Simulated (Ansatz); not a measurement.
Runs of Ansatz 0.2.0 on Hf. The structure is cubic, space group Fm-3m (No. 225). Conventional cell: a = 4.440 Å, b = 4.440 Å, c = 4.440 Å, α = 90.00°, β = 90.00°, γ = 90.00°. Hf (site symmetry m-3m) is surrounded by 12 Hf at 3.14 Å. This isn't the form of Hf at room conditions, which is hcp.

| task | level | potentials or basis | spin | U | cell | k mesh | cutoff (eV) | smearing | hubbard projectors | double counting | points for each segment of the path | other keys | gap on the mesh (eV) | pressure (GPa) |
| --- | --- | --- | --- | --- | --- | --- | --- | --- | --- | --- | --- | --- | --- | --- |
| projected density of states | r2SCAN+D4 | Ansatz PAW | SOC, no magnetisation | - | as given | 10 × 10 × 10 | 500 | methfessel-paxton 0.05 eV | - | - | - | - | none | 1.5 |
| electron localisation function | PBEsol+D3(BJ)+U | Ansatz PAW | off | Hf d U = 4 eV | as given | 10 × 10 × 10 | 420 | tetrahedron | atomic | fll (the default) | - | - | none | (a) |
| relaxation of cell and atoms | r2SCAN+rVV10 | Ansatz PAW | collinear, ferromagnetic start | - | relaxed | 10 × 10 × 10 | 500 | fermi-dirac 0.01 eV | - | - | - | scf.n_extra_bands = 32 | none | 0.0 |
| band structure | LDA | JTH PAW LDA | off | - | as given | 10 × 10 × 10 | 1230 | tetrahedron | - | - | 14 | - | none | -5.5 |
| ladder of functionals | exchange-only PBE | Ansatz PAW | off | - | cell strained at random at fixed volume | 8 × 8 × 8 | 420 | fermi-dirac 0.01 eV | - | - | - | - | none | 15.9 |

Task: Estimate the missing entries.

Result: (a) -6.5.

Caveats: the PAW data sets come from PBE, with cores solved anew for the run's functional, which leaves a small shift of forces and pressure (some runs); pairwise dispersion overbinds metals, which lowers pressure and volume (some runs); with tetrahedron occupations forces and stress needn't match the slope of the energy (some runs); U without spin polarisation on a metal has little footing (some runs); the U is typed as a test and isn't derived for this compound (some runs); the magnetic or orbital state may not be the lowest (some runs); the plane-wave basis is chosen anew once the cell has moved, so the energies of steps on either side of that aren't comparable (some runs).

A k mesh can miss the band edges, and rows without SOC leave out spin-orbit coupling on Hf.

A gap of «none» marks a metal or a gap under the smearing width.

The runs don't all hold the same shells in valence.

Runs at the PBE level aren't shown here.
